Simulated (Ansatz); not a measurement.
All numbers below come from Ansatz 0.2.0, DFT PBE, scalar-relativistic, plane waves, PAW. Settings: cutoff 420 eV, Γ-centred meshes spaced at most about 0.3 Å⁻¹, and about 0.25 Å⁻¹ or finer for metals (2π included), Gaussian smearing. No spin polarisation in the final relaxations.

Temperature and zero-point effects are left out. All come from trial cells, and lower structures may exist.

Question: Which of these relaxed structures of Sb is the lowest in energy?
A.

```
CELL_PARAMETERS angstrom
3.10949 0.00000 0.00000
0.00000 3.10949 0.00000
0.00000 0.00000 3.10949
ATOMIC_POSITIONS crystal
Sb 0.00000 0.00000 0.00000
```

B.

```
CELL_PARAMETERS angstrom
2.18719 1.26278 3.84666
-2.18719 1.26278 3.84666
0.00000 -2.52555 3.84666
ATOMIC_POSITIONS crystal
Sb 0.23274 0.23274 0.23274
Sb 0.76726 0.76726 0.76726
```

Answer: B. It has space group R-3m (No. 166); the next, A, with the simple cubic type, space group Pm-3m (No. 221), lies 47 meV/atom higher. Counting all near atoms (those within 1.25 times the shortest such distance or 1.15 times the sum of covalent radii; a plus sign parts nearer from farther groups), the lowest has Sb 3+3 and the next has Sb 6.

These runs have no spin–orbit coupling, which can matter for Sb. Cells relaxed within their symmetry can be saddle points. The R-3m cell of Sb came from shaking the Pm-3m one. The part of the Crystallography Open Database at hand lists Sb in space groups No. 139, 166, 194, 221, 225 and others; sharing a group (Pm-3m and R-3m) doesn't make a cell the listed structure. Some candidate types were left out of the draw beforehand, so a known form may be missing.
